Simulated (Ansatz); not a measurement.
# NaH: the crystal squeezed far

An exercise on one series of results from a longer session: the logs are not shown, and one member is left open.

Method: DFT, PBE, PAW with Ansatz's default frozen-core files, scalar-relativistic, in Ansatz 0.2.0.

2 further runs of the same task are left out: 2 that didn't finish. Runs told in other sessions of the task aren't counted.

### The starting structure

Symmetry: Pm-3m, No. 221, cubic system. Conventional cell: a = 3.207 Å, b = 3.207 Å, c = 3.207 Å, α = 90.00°, β = 90.00°, γ = 90.00°. Na (site symmetry m-3m) is surrounded by 8 H at 2.78 Å. H (site symmetry m-3m) is surrounded by 8 Na at 2.78 Å.

Structure file:

```cif
data_structure
_symmetry_space_group_name_H-M 'Pm-3m'
_symmetry_Int_Tables_number 221
_cell_length_a 3.2069
_cell_length_b 3.2069
_cell_length_c 3.2069
_cell_angle_alpha 90.000
_cell_angle_beta 90.000
_cell_angle_gamma 90.000
_cell_volume 32.98
loop_
_atom_site_label
_atom_site_type_symbol
_atom_site_symmetry_multiplicity
_atom_site_Wyckoff_symbol
_atom_site_fract_x
_atom_site_fract_y
_atom_site_fract_z
_atom_site_occupancy
Na1 Na 1 a 0.00000 0.00000 0.00000 1
H1 H 1 b 0.50000 0.50000 0.50000 1
```

The file gives the conventional cell by its symmetry; the runs use the cell typed in the input.

Whether this phase is the stable one at these pressures isn't tested.

Atoms are numbered in the order of the input: Na1, H2.

The first run:

Contents of input.yaml:

```yaml
crystal:
  lattice:
    - [3.2068613193, 0.0, 0.0]
    - [0.0, 3.2068613193, 0.0]
    - [0.0, 0.0, 3.2068613193]
  atoms:
    - { symbol: Na, position: [0.0, 0.0, 0.0] }
    - { symbol: H, position: [0.5, 0.5, 0.5] }
kpoints:
  mp_grid: { grid: [12, 12, 12] }
scf:
  occupations: { method: fermi_dirac, width: 0.08 }
hamiltonian:
  xc: pbe
  pseudopotentials: { kind: paw }
output:
  forces: true
  stress: true
relax:
  f_tol: 0.005
  max_steps: 40
  cell: {}
```

The run is started by

```sh
$ ansatz run input.yaml --threads 1 --pin off --max-ram 2048MiB --backend cpu --events-out ev --progress --plain --runs-dir out
```

Steps of the session up to this table: Cell relaxed at zero pressure, PAW; Volume scaled by 1, PAW; Volume scaled by 0.92, PAW; Volume scaled by 0.84, PAW; Volume scaled by 0.76, PAW; Volume scaled by 0.68, PAW; Volume scaled by 0.6, PAW; Volume scaled by 0.52, PAW; Volume scaled by 0.45, PAW; Volume scaled by 0.45, PAW (cutoff 1000 eV).

One of the session's tables, all rows but one given; the rest of the session is left out.

```
              method  volume over the first  volume (Å³/atom)  pressure (GPa)  gap on the k mesh (eV)
                 PAW                      1            13.022            0.00                    1.03
                 PAW                   0.92            11.980            2.32                    1.04
                 PAW                   0.84            10.938            5.74                    1.04
                 PAW                   0.76             9.897           10.87                    1.05
                 PAW                   0.68                 ?               ?                       ?
                 PAW                    0.6             7.813           31.36                    1.13
                 PAW                   0.52             6.771           52.45                    1.24
                 PAW                   0.45             5.860           84.05                    1.42
PAW (cutoff 1000 eV)                   0.45             5.860           84.02                    1.42
```

**Question.** Estimate the row for PAW, 0.68.

The run gave: volume (Å³/atom): 8.855; pressure (GPa): 18.76; gap on the k mesh (eV): 1.08. In the column «volume (Å³/atom)» it lies between PAW, 0.6 (7.813) and PAW, 0.76 (9.897).
